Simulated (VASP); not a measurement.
# NiO (Fm-3m) in VASP: a series of runs

Runs on NiO. Level: PBE. Tasks: relaxation of cell and atoms, single point.

Program: VASP 6.6.1. These are calculated values, not measurements. Logs are shortened: lines on timing, memory, paths and dates and some standing lists are left out, and cuts for length are marked.

**1. The structure**

It takes space group Fm-3m (No. 225, cubic). Conventional cell: a = 4.172 Å, b = 4.172 Å, c = 4.172 Å, α = 90.00°, β = 90.00°, γ = 90.00°. Ni (site symmetry m-3m) is surrounded by 6 O at 2.09 Å. O (site symmetry m-3m) is surrounded by 6 Ni at 2.09 Å.

**2. Relaxation of cell and atoms, PBE, collinear spin, ferromagnetic start**

File INCAR:

```
SYSTEM = NiO
PREC = Accurate ; ENCUT = 580
EDIFF = 1E-6 ; ISMEAR = -1
SIGMA = 0.05 ; LREAL = .FALSE.
LASPH = .TRUE. ; NELM = 100
ALGO = Normal ; ISIF = 3
LWAVE = .FALSE. ; LCHARG = .FALSE.
ISPIN = 2 ; MAGMOM = 1 0
LORBIT = 11 ; LMAXMIX = 4
GGA = PE ; IBRION = 2
NSW = 40 ; EDIFFG = -0.005
```

File KPOINTS:

```
Automatic mesh
0
G
  11 11 11
  0 0 0
```

File POSCAR:

```
NiO
1.0
    0.0000000000      2.0859016414      2.0859016414
    2.0859016414      0.0000000000      2.0859016414
    2.0859016414      2.0859016414      0.0000000000
Ni O
1 1
Direct
    0.0000000000      0.0000000000      0.0000000000
    0.5000000000      0.5000000000      0.5000000000
```

Potentials or basis: VASP PAW PBE potentials, release 54 (Ni, O).

On the command line:

```bash
> cat potpaw_PBE.54/Ni/POTCAR potpaw_PBE.54/O/POTCAR > POTCAR
> mpirun -np 1 vasp_std > vasp.out
```

OUTCAR:

```text
SYSTEM = NiO
   PREC = Accurate
   ENCUT = 580
   EDIFF = 1E-6
   ISMEAR = -1
   LREAL = .FALSE.
   LASPH = .TRUE.
   NELM = 100
   ISIF = 3
   ISPIN = 2
   LORBIT = 11
   GGA = PE
   IBRION = 2
   NSW = 40
   EDIFFG = -0.005

 ion  position               nearest neighbor table
   1  0.000  0.000  0.000-   2 2.09   2 2.09   2 2.09   2 2.09   2 2.09   2 2.09
   2  0.500  0.500  0.500-   1 2.09   1 2.09   1 2.09   1 2.09   1 2.09   1 2.09

  LATTYP: Found a face centered cubic cell.
 ALAT       =     4.1718032828

  Lattice vectors:

 A1 = (   0.0000000000,   2.0859016414,   2.0859016414)
 A2 = (   2.0859016414,   0.0000000000,   2.0859016414)
 A3 = (   2.0859016414,   2.0859016414,   0.0000000000)

Analysis of symmetry for initial positions (statically):
=====================================================================
 Subroutine PRICEL returns:
 Original cell was already a primitive cell.

 Routine SETGRP: Setting up the symmetry group for a
 face centered cubic supercell.

 Subroutine GETGRP returns: Found 48 space group operations
 (whereof 48 operations were pure point group operations)
 out of a pool of 48 trial point group operations.

The static configuration has the point symmetry O_h .

Analysis of symmetry for dynamics (positions and initial velocities):
=====================================================================
 Subroutine PRICEL returns:
 Original cell was already a primitive cell.

 Routine SETGRP: Setting up the symmetry group for a
 face centered cubic supercell.

 Subroutine GETGRP returns: Found 48 space group operations
 (whereof 48 operations were pure point group operations)
 out of a pool of 48 trial point group operations.

The dynamic configuration has the point symmetry O_h .

Analysis of structural, dynamic, and magnetic symmetry:
=====================================================================
 Subroutine PRICEL returns:
 Original cell was already a primitive cell.

 Routine SETGRP: Setting up the symmetry group for a
 face centered cubic supercell.

 Subroutine GETGRP returns: Found 48 space group operations
 (whereof 48 operations were pure point group operations)
 out of a pool of 48 trial point group operations.

The overall configuration has the point symmetry O_h .

 Subroutine INISYM returns: Found 48 space group operations
 (whereof 48 operations are pure point group operations),
 and found     1 'primitive' translations

----------------------------------------------------------------------------------------

                                     Primitive cell

  volume of cell :      18.1515

  direct lattice vectors                    reciprocal lattice vectors
     0.000000000  2.085901641  2.085901641    -0.239704495  0.239704495  0.239704495
     2.085901641  0.000000000  2.085901641     0.239704495 -0.239704495  0.239704495
     2.085901641  2.085901641  0.000000000     0.239704495  0.239704495 -0.239704495

  length of vectors
     2.949910391  2.949910391  2.949910391     0.415180364  0.415180364  0.415180364

  position of ions in fractional coordinates (direct lattice)
     0.000000000  0.000000000  0.000000000
     0.500000000  0.500000000  0.500000000

  ion indices of the primitive-cell ions
   primitive index   ion index
                 1           1
                 2           2

----------------------------------------------------------------------------------------

 KPOINTS: Automatic mesh

Automatic generation of k-mesh.
 Grid dimensions read from file:
 generate k-points for:   11   11   11

 Generating k-lattice:

  Cartesian coordinates                     Fractional coordinates (reciprocal lattice)
    -0.021791318  0.021791318  0.021791318     0.090909091  0.000000000  0.000000000
     0.021791318 -0.021791318  0.021791318     0.000000000  0.090909091  0.000000000
     0.021791318  0.021791318 -0.021791318     0.000000000  0.000000000  0.090909091

  Length of vectors
     0.037743669  0.037743669  0.037743669

  Shift w.r.t. Gamma in fractional coordinates (k-lattice)
[... 43 lines left out ...]
 spin polarized calculation
  energy-cutoff  :      580.00
  volume of cell :       18.15
 maximum number of plane-waves:       584
   NGX = 11   NGY = 11   NGZ = 11

--------------------------------------- Ionic step        1  -------------------------------------------

 number of electron      16.0000001 magnetization       1.6692203

 Free energy of the ion-electron system (eV)
  ---------------------------------------------------
  ext. energy  EPLUGINS =         0.00000000
  ---------------------------------------------------
  free energy    TOTEN  =       -11.47506506 eV

  energy without entropy =      -11.46334309  energy(sigma->0) =      -11.46920407

------------------------ aborting loop because EDIFF is reached ----------------------------------------

  FORCE on cell =-STRESS in cart. coord.  units (eV):
  Direction    XX          YY          ZZ          XY          YZ          ZX
  --------------------------------------------------------------------------------------
  -------------------------------------------------------------------------------------
  Total        0.5531215      0.5531215      0.5531215      0.0000000      0.0000000      0.0000000
  in kB       48.8224581     48.8224581     48.8224581      0.0000000      0.0000000      0.0000000
  external PRESSURE =      48.8224581 kB  Pullay stress =       0.0000000 kB
[... 57 lines left out ...]
  energy  without entropy=      -11.4730758167  energy(sigma->0) =      -11.47765986

--------------------------------------- Ionic step        3  -------------------------------------------

 number of electron      16.0000014 magnetization       1.7718362

 Free energy of the ion-electron system (eV)
  ---------------------------------------------------
  ext. energy  EPLUGINS =         0.00000000
  ---------------------------------------------------
  free energy    TOTEN  =       -11.48329950 eV

  energy without entropy =      -11.47347786  energy(sigma->0) =      -11.47838868

 E-fermi :   7.4945     XC(G=0): -12.5282

 val. band max:        7.4874280452   @ k =   0.0909   0.0909   0.0000
 cond. band min:       7.5156596584   @ k =   0.3636   0.2727   0.0909
 fundamental gap:      0.0282316133
 Fermi energy:         7.4944942036

 spin component 1

 k-point     1 :       0.0000    0.0000    0.0000
  band No.  band energies     occupation
      1     -12.5979      1.00000
      2       4.4011      1.00000
      3       4.4011      1.00000
      4       4.6398      1.00000
      5       4.6398      1.00000
      6       4.6398      1.00000
      7       4.9120      1.00000
      8       4.9121      1.00000
      9       4.9121      1.00000
     10       8.9177      0.00000
     11      25.2959      0.00000
     12      26.2495      0.00000
     13      26.2495      0.00000
[... 353 lines left out ...]
 k-point    24 :      -0.1818    0.1818    0.0000
  band No.  band energies     occupation
      1     -11.8149      1.00000
      2       1.0986      1.00000
      3       2.1741      1.00000
      4       2.8590      1.00000
      5       4.9745      1.00000
      6       5.2252      1.00000
      7       5.8928      1.00000
      8       5.9426      1.00000
      9       7.3625      0.93344
     10      12.6146      0.00000
     11      19.5988      0.00000
     12      20.4744      0.00000
     13      23.6377      0.00000

 [... further k-points ...]

 spin component 2

 k-point     1 :       0.0000    0.0000    0.0000
  band No.  band energies     occupation
      1     -12.1534      1.00000
      2       5.1514      1.00000
      3       5.1514      1.00000
      4       5.1514      1.00000
      5       5.7322      1.00000
      6       5.7324      1.00000
      7       5.7324      1.00000
      8       6.9699      0.99997
      9       6.9701      0.99997
     10       9.2675      0.00000
     11      25.2329      0.00000
     12      26.4623      0.00000
     13      26.4626      0.00000
[... 397 lines left out ...]
  FREE ENERGIE OF THE ION-ELECTRON SYSTEM (eV)
  ---------------------------------------------------
  free  energy   TOTEN  =       -11.4832994959 eV

  energy  without entropy=      -11.4734778608  energy(sigma->0) =      -11.47838868

 reached required accuracy - stopping structural energy minimisation

 total charge

# of ion       s       p       d       tot
------------------------------------------
    1        0.324   0.385   8.228   8.937
    2        1.554   3.412   0.000   4.966
--------------------------------------------------
tot          1.878   3.797   8.228  13.903

 magnetization (x)

# of ion       s       p       d       tot
------------------------------------------
    1        0.011   0.015   1.430   1.456
    2        0.027   0.244   0.000   0.271
--------------------------------------------------
tot          0.039   0.258   1.430   1.727
```

It took 25 s on 1 thread of Intel Xeon 6975P-C (Granite Rapids), shared host; peak memory 0.17 GiB.

Results:

```
Free energy                                           : -11.4833 eV
Relaxed volume                                        : 9.35 Å³/atom
Relaxed cell                                          : a = 2.979 Å, b = 2.979 Å, c = 2.979 Å, α = 60.00°, β = 60.00°, γ = 60.00°
Space group after relaxing (to 0.05 Å)                : Fm-3m (No. 225)
Energy gained by relaxing                             : 4.1 meV/atom
Ionic steps                                           : 3
Pressure after relaxing                               : 0.1 GPa
Band gap on the k mesh                                : none (metal or under the smearing width)
Net moment                                            : 1.77 μB per cell
Site moments                                          : Ni +1.46; O +0.27 μB
Valence electrons inside the program's atomic spheres : Ni 8.94; O 4.97
```

Step by step:
```
step  energy change (eV)  largest force (eV/Å)  pressure (GPa)  volume (Å³)
   1              0.0000                0.0000            4.88        18.15
   2             -0.0072                0.0000           -1.79        18.89
   3             -0.0082                0.0000            0.07        18.69
```

Final structure:
```cif
data_structure
_symmetry_space_group_name_H-M 'P 1'
_symmetry_Int_Tables_number 1
_cell_length_a 2.9789
_cell_length_b 2.9789
_cell_length_c 2.9789
_cell_angle_alpha 60.000
_cell_angle_beta 60.000
_cell_angle_gamma 60.000
_cell_volume 18.69
loop_
_atom_site_label
_atom_site_type_symbol
_atom_site_fract_x
_atom_site_fract_y
_atom_site_fract_z
_atom_site_occupancy
Ni1 Ni 0.00000 0.00000 0.00000 1
O1 O 0.50000 0.50000 0.50000 1
```

Caveat: a cell with one magnetic atom can't hold antiferromagnetic order, which such compounds often take; semilocal functionals often make such compounds metallic where correlation or magnetic order opens a gap, which also shifts bond lengths. PBE usually gives volumes a little too large and moduli too small.

**3. Single point, PBE, collinear spin, ferromagnetic start**

File INCAR:

```
SYSTEM = NiO
  ALGO = Normal
  EDIFF = 1E-6
  ENCUT = 520
  GGA = PE
  ISIF = 2
  ISMEAR = 0
  ISPIN = 2
  LASPH = .TRUE.
  LCHARG = .FALSE.
  LMAXMIX = 4
  LORBIT = 11
  LREAL = .FALSE.
  LWAVE = .FALSE.
  MAGMOM = 1 0
  NBANDS = 19
  NELM = 150
  PREC = Accurate
  SIGMA = 0.020999999999999998
```

File KPOINTS:

```
k-points
0
G
  11 11 11
  0 0 0
```

POSCAR is that of step 2.

Potentials or basis: VASP PAW PBE potentials, release 64 (Ni, O).

On the command line:

```bash
> cat potpaw_PBE.64/Ni/POTCAR potpaw_PBE.64/O/POTCAR > POTCAR
> mpirun -np 1 vasp_std > vasp.out
```

Run time: 33 s. Hardware: 1 thread of Intel Xeon Platinum 8488C (Sapphire Rapids), shared host; peak memory 0.17 GiB.

Results (log left out):

- Free energy: -11.4672 eV
- Pressure: 6.1 GPa
- Band gap on the k mesh: none (metal or under the smearing width)
- Net moment: 1.77 μB per cell
- Site moments: Ni +1.46; O +0.27 μB
- Valence electrons inside the program's atomic spheres: Ni 8.99; O 4.98

Levels at points of the mesh, in eV from the Fermi level:
Spin up:
```tsv
k point	band 7	band 8	band 9	band 10	band 11	band 12
(0.00, 0.00, 0.00)	-2.65	-2.65	-2.65	1.59	17.90	18.98
```
Spin down:
```csv
k point,band 5,band 6,band 7,band 8,band 9,band 10
"(0.00, 0.00, 0.00)",-1.83,-1.83,-1.83,-0.58,-0.58,1.94
```

Caveat: a cell with one magnetic atom can't hold antiferromagnetic order, which such compounds often take; semilocal functionals often make such compounds metallic where correlation or magnetic order opens a gap, which also shifts bond lengths.

**4. Single point, PBE, collinear spin, ferromagnetic start**

File INCAR:

```
PREC     = Accurate       # precision mode
ENCUT    = 520            # plane-wave cutoff, eV
EDIFF    = 1E-6           # SCF threshold, eV
ISMEAR   = 0              # smearing method
SIGMA    = 0.03           # smearing width, eV
LREAL    = F              # projectors in reciprocal space
LASPH    = T              # aspherical terms in the spheres
NELM     = 120            # most SCF steps
ALGO     = Fast           # electronic algorithm
ISIF     = 2              # what is computed and relaxed
LWAVE    = F              # write WAVECAR
LCHARG   = F              # write CHGCAR
ISPIN    = 2              # spin polarisation
MAGMOM   = 1 0            # initial moments
LORBIT   = 11             # projections on sites
LMAXMIX  = 4              # l up to which the mixer works
GGA      = PE             # functional
NBANDS   = 19             # bands
```

File KPOINTS:

```
regular mesh
0
Gamma
  11 11 11
```

POSCAR is that of step 3.

On the command line:

```bash
> cat potpaw_PBE.64/Ni/POTCAR potpaw_PBE.64/O/POTCAR > POTCAR
> mpirun -np 1 vasp_std > vasp.out
```

Wall time 20 s (1 thread of Intel Xeon 6975P-C (Granite Rapids), shared host); peak memory 0.16 GiB.

It converged, with:

```
Free energy                                           : -11.4674 eV
Pressure                                              : 6.1 GPa
Band gap on the k mesh                                : none (metal or under the smearing width)
Net moment                                            : 1.76 μB per cell
Site moments                                          : Ni +1.45; O +0.27 μB
Valence electrons inside the program's atomic spheres : Ni 8.99; O 4.98
```

Levels at points of the mesh, in eV from the Fermi level:
Spin up:
```tsv
k point	band 6	band 7	band 8	band 9	band 10	band 11	band 12	band 13
(0.00, 0.00, 0.00)	-2.97	-2.65	-2.65	-2.65	1.58	17.90	18.98	18.98
```
Spin down:
```tsv
k point	band 5	band 6	band 7	band 8	band 9	band 10
(0.00, 0.00, 0.00)	-1.83	-1.83	-1.83	-0.58	-0.58	1.94
```

Caveat: a cell with one magnetic atom can't hold antiferromagnetic order, which such compounds often take; semilocal functionals often make such compounds metallic where correlation or magnetic order opens a gap, which also shifts bond lengths.

**5. Single point, PBE, collinear spin, ferromagnetic start**

File INCAR:

```
PREC = Accurate
ENCUT = 520
EDIFF = 1E-7
ISMEAR = 0
SIGMA = 0.018000000000000002
LREAL = False
LASPH = True
NELM = 120
ALGO = Fast
ISIF = 2
LWAVE = False
LCHARG = False
ISPIN = 2
MAGMOM = 1 0
LORBIT = 11
LMAXMIX = 4
GGA = PE
NBANDS = 19
```

File KPOINTS:

```
Automatic mesh
0
Gamma
  11 11 11
```

POSCAR is that of step 4.

On the command line:

```bash
> cat potpaw_PBE.64/Ni/POTCAR potpaw_PBE.64/O/POTCAR > POTCAR
> mpirun -np 1 vasp_std > vasp.out
```

Run time: 72 s. Hardware: 1 thread of AMD EPYC 7R43 (Zen 3), shared host; peak memory 0.13 GiB.

Results (log left out):

```yaml
Free_energy: -11.4672 eV
Pressure: 6.1 GPa
Band_gap_on_the_k_mesh: none (metal or under the smearing width)
Net_moment: 1.78 μB per cell
Site_moments: Ni +1.46; O +0.28 μB
Valence_electrons_inside_the_program's_atomic_spheres: Ni 8.99; O 4.98
```

Levels at points of the mesh, in eV from the Fermi level:
Spin up:
```tsv
k point	band 6	band 7	band 8	band 9	band 10	band 11	band 12	band 13
(0.00, 0.00, 0.00)	-2.96	-2.66	-2.66	-2.66	1.59	17.90	18.98	18.98
```
Spin down:
```
           k point  band 4  band 5  band 6  band 7  band 8  band 9  band 10  band 11
(0.00, 0.00, 0.00)   -2.44   -1.84   -1.83   -1.83   -0.58   -0.58     1.94    17.83
```

Caveat: a cell with one magnetic atom can't hold antiferromagnetic order, which such compounds often take; semilocal functionals often make such compounds metallic where correlation or magnetic order opens a gap, which also shifts bond lengths.

**6. Single point, PBE, collinear spin, ferromagnetic start**

File INCAR:

```
PREC = Accurate ; ENCUT = 520
EDIFF = 1E-7 ; ISMEAR = 0
SIGMA = 0.027000000000000003 ; LREAL = False
LASPH = True ; NELM = 120
ALGO = Normal ; ISIF = 2
LWAVE = False ; LCHARG = True
ISPIN = 2 ; MAGMOM = 1 0
LORBIT = 11 ; LMAXMIX = 4
GGA = PE ; LELF = True
LVHAR = True ; NBANDS = 19
```

File KPOINTS:

```
regular mesh
0
Gamma
  11 11 11
```

POSCAR is that of step 5.

Potentials or basis: VASP PAW PBE potentials, release 64 (Ni, O).

On the command line:

```bash
> cat potpaw_PBE.64/Ni/POTCAR potpaw_PBE.64/O/POTCAR > POTCAR
> mpirun -np 1 vasp_std > vasp.out
```

Run time: 34 s. Hardware: 1 thread of AMD EPYC 9R45 (Zen 5), shared host; peak memory 0.13 GiB.

The run converged. Its results:

```yaml
Free_energy: -11.4673 eV
Pressure: 6.0 GPa
Band_gap_on_the_k_mesh: none (metal or under the smearing width)
Net_moment: 1.77 μB per cell
Site_moments: Ni +1.45; O +0.27 μB
Valence_electrons_inside_the_program's_atomic_spheres: Ni 8.99; O 4.98
```

Levels at points of the mesh, in eV from the Fermi level:
Spin up:
| k point | band 7 | band 8 | band 9 | band 10 | band 11 | band 12 |
| --- | --- | --- | --- | --- | --- | --- |
| (0.00, 0.00, 0.00) | -2.65 | -2.65 | -2.65 | 1.59 | 17.90 | 18.98 |
Spin down:
```tsv
k point	band 4	band 5	band 6	band 7	band 8	band 9	band 10	band 11
(0.00, 0.00, 0.00)	-2.45	-1.83	-1.83	-1.83	-0.58	-0.58	1.94	17.83
```

Caveat: a cell with one magnetic atom can't hold antiferromagnetic order, which such compounds often take; semilocal functionals often make such compounds metallic where correlation or magnetic order opens a gap, which also shifts bond lengths.

**7. The reference run**

An earlier run on the cell as given: functional PBEsol; potentials or basis VASP PAW PBE potentials, release 64 (Ni, O); cutoff 520 eV; k mesh 11 × 11 × 11; occupations fermi-dirac, width 0.05 eV; collinear spin, ferromagnetic start; starting moments [1.0, 0.0] μB.

* Pressure: -7.6 GPa
* Band gap on the k mesh: none (metal or under the smearing width)
* Net moment: 1.34 μB per cell
* Site moments: Ni +1.12; O +0.19 μB
* Valence electrons inside the program's atomic spheres: Ni 9.04; O 4.93

**8. Overview**

```tsv
task	level	potentials or basis	cell	cutoff (eV)	smearing	ladder	gap on the mesh (eV)	pressure (GPa)	moment (μB)
relaxation of cell and atoms	PBE	VASP PAW PBE potentials, release 54 (Ni, O)	relaxed	580	fermi-dirac 0.05 eV	-	none	0.1	1.77
single point	PBE	VASP PAW PBE potentials, release 64 (Ni, O)	as given	520	gaussian 0.021 eV	-	none	6.1	1.77
single point	PBE	VASP PAW PBE potentials, release 64 (Ni, O)	as given	520	gaussian 0.03 eV	-	none	6.1	1.76
single point	PBE	VASP PAW PBE potentials, release 64 (Ni, O)	as given	520	gaussian 0.018 eV	-	none	6.1	1.78
single point	PBE	VASP PAW PBE potentials, release 64 (Ni, O)	as given	520	gaussian 0.027 eV	-	none	6.0	1.77
single point	PBEsol	VASP PAW PBE potentials, release 64 (Ni, O)	as given	520	fermi-dirac 0.05 eV	free	none	-7.6	1.34
```

Alike in all rows: spin collinear, ferromagnetic start; k mesh 11 × 11 × 11.

Caveats: a cell with one magnetic atom can't hold antiferromagnetic order, which such compounds often take; semilocal functionals often make such compounds metallic where correlation or magnetic order opens a gap, which also shifts bond lengths; the PAW data sets were made with another functional, which shifts forces and pressure a little (some runs).

Absolute energies hang on the potentials; compare differences alone.

**9. Comparison with measurements**

Step 3. The gap isn't set beside the deposited one, since this odd mesh misses points on the zone boundary.

Step 4. The gap isn't set beside the deposited one, since this odd mesh misses points on the zone boundary.

Step 5. The gap isn't set beside the deposited one, since this odd mesh misses points on the zone boundary.

Step 6. The gap isn't set beside the deposited one, since this odd mesh misses points on the zone boundary.
